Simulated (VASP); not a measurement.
# V in VASP: settings compared

One slab, V, is run at these levels: revPBE, revPBE+D2; tasks: relaxation of the atoms.

All numbers are computed with VASP 6.6.1; they aren't measurements. Logs are shortened: lines on timing, memory, paths and dates and some standing lists are left out, and cuts for length are marked.

**1. The structure**

The cell holds a slab with vacuum, 6 atoms: a = 2.680 Å, b = 2.680 Å, c = 24.475 Å, α = 90.00°, β = 90.00°, γ = 90.00°.

The slab is cut from a database's or a generator's crystal, which needn't be the stable form of the element.

**2. Relaxation of the atoms, revPBE, collinear spin, ferromagnetic start**

File INCAR:

```
SYSTEM = V
PREC = Accurate ; ENCUT = 520
EDIFF = 1E-6 ; ISMEAR = -1
SIGMA = 0.05 ; LREAL = .False.
LASPH = .True. ; NELM = 150
ALGO = Normal ; ISIF = 2
LWAVE = .False. ; LCHARG = .False.
ISPIN = 2 ; MAGMOM = 2 2 2 2 2 2
LORBIT = 11 ; LMAXMIX = 4
LDIPOL = .True. ; IDIPOL = 3
DIPOL = 0.5 0.5 0.500 ; GGA = RE
IBRION = 2 ; NSW = 60
EDIFFG = -0.01
```

File KPOINTS:

```
Automatic mesh
0
Gamma
  7 7 1
  0 0 0
```

File POSCAR:

```
V
1.0
    2.6799347007      0.0000000000      0.0000000000
    0.0000000000      2.6799347007      0.0000000000
    0.0000000000      0.0000000000     24.4750000000
V
6
Selective dynamics
Direct
    0.5000000000      0.5000000000      0.3064351379  F F F
    0.0000000000      0.0000000000      0.3838610827  F F F
    0.5000000000      0.5000000000      0.4612870276  F F F
    0.0000000000      0.0000000000      0.5387129724  T T T
    0.5000000000      0.5000000000      0.6161389173  T T T
    0.0000000000      0.0000000000      0.6935648621  T T T
```

Potentials or basis: VASP PAW PBE potentials, release 64 (V_sv).

Command:

```sh
$ cat potpaw_PBE.64/V_sv/POTCAR > POTCAR
$ mpirun -np 1 vasp_std > vasp.out
```

OUTCAR:

```text
SYSTEM = V
   PREC = Accurate
   ENCUT = 520
   EDIFF = 1E-6
   ISMEAR = -1
   LREAL = .False.
   LASPH = .True.
   NELM = 150
   ISIF = 2
   ISPIN = 2
   LORBIT = 11
   GGA = RE
   IBRION = 2
   NSW = 60
   EDIFFG = -0.01

 ion  position               nearest neighbor table
   1  0.500  0.500  0.306-   2 2.68   2 2.68   2 2.68   2 2.68
   2  0.000  0.000  0.384-   1 2.68   1 2.68   1 2.68   1 2.68   3 2.68   3 2.68   3 2.68   3 2.68

   3  0.500  0.500  0.461-   4 2.68   4 2.68   4 2.68   4 2.68   2 2.68   2 2.68   2 2.68   2 2.68

   4  0.000  0.000  0.539-   3 2.68   3 2.68   3 2.68   3 2.68   5 2.68   5 2.68   5 2.68   5 2.68

   5  0.500  0.500  0.616-   6 2.68   6 2.68   6 2.68   6 2.68   4 2.68   4 2.68   4 2.68   4 2.68

   6  0.000  0.000  0.694-   5 2.68   5 2.68   5 2.68   5 2.68

  LATTYP: Found a simple tetragonal cell.
 ALAT       =     2.6799347007
 C/A-ratio  =     9.1326852082

  Lattice vectors:

 A1 = (   2.6799347007,   0.0000000000,   0.0000000000)
 A2 = (   0.0000000000,   2.6799347007,   0.0000000000)
 A3 = (   0.0000000000,   0.0000000000,  24.4750000000)

Analysis of symmetry for initial positions (statically):
=====================================================================
 Subroutine PRICEL returns:
 Original cell was already a primitive cell.

 Routine SETGRP: Setting up the symmetry group for a
 simple tetragonal supercell.

 Subroutine GETGRP returns: Found 16 space group operations
 (whereof  8 operations were pure point group operations)
 out of a pool of 16 trial point group operations.

The static configuration has the point symmetry C_4v.
 The point group associated with its full space group is D_4h.

Analysis of symmetry for dynamics (positions and initial velocities):
=====================================================================
 Subroutine PRICEL returns:
 Original cell was already a primitive cell.

 Routine SETGRP: Setting up the symmetry group for a
 simple tetragonal supercell.

 Subroutine GETGRP returns: Found 16 space group operations
 (whereof  8 operations were pure point group operations)
 out of a pool of 16 trial point group operations.

The dynamic configuration has the point symmetry C_4v.
 The point group associated with its full space group is D_4h.

Analysis of constrained symmetry for selective dynamics:
=====================================================================
 Subroutine PRICEL returns:
 Original cell was already a primitive cell.

[... 176 lines left out ...]
  external PRESSURE =      -3.7041734 kB  Pullay stress =       0.0000000 kB
[... 107 lines left out ...]
 vacuum level on the upper side and lower side of the slab       (xc-potential included)         0.005        -0.012

 vacuum level on the upper side and lower side of the slab       (xc-potential included)         0.000         0.000

[... ionic steps 4 to 16 ...]

--------------------------------------- Ionic step       17  -------------------------------------------

 number of electron      77.9999954 magnetization       0.0000034

------------------------ aborting loop because EDIFF is reached ----------------------------------------
[... 69 lines left out ...]
  FREE ENERGIE OF THE ION-ELECTRON SYSTEM (eV)
  ---------------------------------------------------
  free  energy   TOTEN  =       -48.5277063953 eV

  energy  without entropy=      -48.4459030884  energy(sigma->0) =      -48.48680474

 dipolmoment           0.000000      0.000000     -0.000018 electrons x Angstroem

--------------------------------------- Ionic step       19  -------------------------------------------

 number of electron      77.9999954 magnetization       0.0000029

 dipolmoment           0.000000      0.000000      0.000010 electrons x Angstroem

 Free energy of the ion-electron system (eV)
  ---------------------------------------------------
  ext. energy  EPLUGINS =         0.00000000
  ---------------------------------------------------
  free energy    TOTEN  =       -48.52770668 eV

  energy without entropy =      -48.44591134  energy(sigma->0) =      -48.48680901

 E-fermi :   2.4532     XC(G=0):  -6.9565

 val. band max:        2.4363330217   @ k =   0.2857   0.0000   0.0000
 cond. band min:       2.4551942796   @ k =   0.2857   0.1429   0.0000
 fundamental gap:      0.0188612579
 Fermi energy:         2.4531588582

 spin component 1

 k-point     1 :       0.0000    0.0000    0.0000
  band No.  band energies     occupation
      1     -61.8455      1.00000
      2     -61.8309      1.00000
      3     -61.7442      1.00000
      4     -61.7271      1.00000
      5     -61.6622      1.00000
      6     -61.6006      1.00000
[... 529 lines left out ...]
     50       5.4454      0.00000
     51       5.4964      0.00000
 Fermi energy:         2.4531588582

 spin component 2

 k-point     1 :       0.0000    0.0000    0.0000
  band No.  band energies     occupation
      1     -61.8455      1.00000
      2     -61.8309      1.00000
      3     -61.7442      1.00000
      4     -61.7271      1.00000
      5     -61.6622      1.00000
      6     -61.6006      1.00000
[... 529 lines left out ...]
     50       5.4454      0.00000
     51       5.4964      0.00000
 [bands above 51 left out]

------------------------ aborting loop because EDIFF is reached ----------------------------------------

 vacuum level on the upper side and lower side of the slab       (xc-potential included)        -0.005        -0.006

  FORCE on cell =-STRESS in cart. coord.  units (eV):
  Direction    XX          YY          ZZ          XY          YZ          ZX
  --------------------------------------------------------------------------------------
  -------------------------------------------------------------------------------------
  Total       -5.5366468     -5.5366468      1.3578903      0.0000000      0.0000000      0.0000000
  in kB      -50.4645349    -50.4645349     12.3766793      0.0000000      0.0000000      0.0000000
  external PRESSURE =     -29.5174635 kB  Pullay stress =       0.0000000 kB
[... 21 lines left out ...]
  FREE ENERGIE OF THE ION-ELECTRON SYSTEM (eV)
  ---------------------------------------------------
  free  energy   TOTEN  =       -48.5277066787 eV

  energy  without entropy=      -48.4459113436  energy(sigma->0) =      -48.48680901

 reached required accuracy - stopping structural energy minimisation

 vacuum level on the upper side and lower side of the slab         6.909         6.908

 total charge

# of ion       s       p       d       tot
------------------------------------------
    1        2.319   6.129   3.036  11.484
    2        2.348   6.243   3.006  11.597
    3        2.334   6.223   3.004  11.562
    4        2.318   6.201   2.984  11.503
    5        2.330   6.217   2.973  11.520
    6        2.317   6.127   3.024  11.468
--------------------------------------------------
tot         13.966  37.141  18.027  69.134

 magnetization (x)

# of ion       s       p       d       tot
------------------------------------------
    1        0.000   0.000   0.000   0.000
    2        0.000   0.000   0.000   0.000
    3        0.000   0.000  -0.000  -0.000
    4        0.000  -0.000   0.000   0.000
    5       -0.000   0.000   0.000   0.000
    6        0.000   0.000   0.000   0.000
--------------------------------------------------
tot          0.000   0.000   0.000   0.000
```

Wall time 58 min (1 thread of Intel Xeon Platinum 8488C (Sapphire Rapids), shared host); peak memory 0.41 GiB.

Results:

```
Free energy                                           : -48.5277 eV
Energy gained by relaxing                             : 14.0 meV/atom
Ionic steps                                           : 19
Band gap on the k mesh                                : none (metal or under the smearing width)
Net moment                                            : 0.00 μB per cell
Valence electrons inside the program's atomic spheres : V 11.48, 11.60, 11.56, 11.50, 11.52, 11.47
```

The path:
```tsv
step	energy change (eV)	largest force (eV/Å)	pressure (GPa)
1	0.0000	0.5724	-0.37
2	-0.0134	0.5774	-0.40
3	-0.0159	0.5777	-0.39
4	-0.0215	0.5797	-0.53
5	-0.0361	0.5871	-0.94
6	-0.0554	0.5960	-1.74
7	-0.0512	0.6135	-3.15
8	-0.0609	0.6018	-2.39
9	-0.0680	0.6081	-2.50
10	-0.0814	0.6126	-2.87
11	-0.0725	0.9041	-3.48
12	-0.0834	0.6823	-3.10
13	-0.0834	0.6688	-3.06
14	-0.0838	0.6764	-3.03
15	-0.0839	0.6838	-3.00
16	-0.0841	0.6905	-2.96
17	-0.0841	0.6934	-2.95
18	-0.0841	0.6937	-2.95
19	-0.0841	0.6927	-2.95
```

Final structure:
```
V
1.0
     2.67993    0.00000    0.00000
     0.00000    2.67993    0.00000
     0.00000    0.00000   24.47500
V
6
Direct
  0.50000 0.50000 0.30644
  0.00000 0.00000 0.38386
  0.50000 0.50000 0.46129
  0.00000 0.00000 0.54399
  0.50000 0.50000 0.62873
  0.00000 0.00000 0.70745
```

Levels at points of the mesh, in eV from the Fermi level:
Spin up:
```csv
k point,band 36,band 37,band 38,band 39,band 40,band 41
"(0.00, 0.00, 0.00)",-0.34,-0.25,-0.22,0.35,0.35,0.62
```
Spin down:
```
           k point  band 36  band 37  band 38  band 39  band 40  band 41
(0.00, 0.00, 0.00)    -0.34    -0.25    -0.22     0.35     0.35     0.62
```

Caveat: the PAW data sets were made with another functional, which shifts forces and pressure a little.

(Continued in part 2 of 2.)
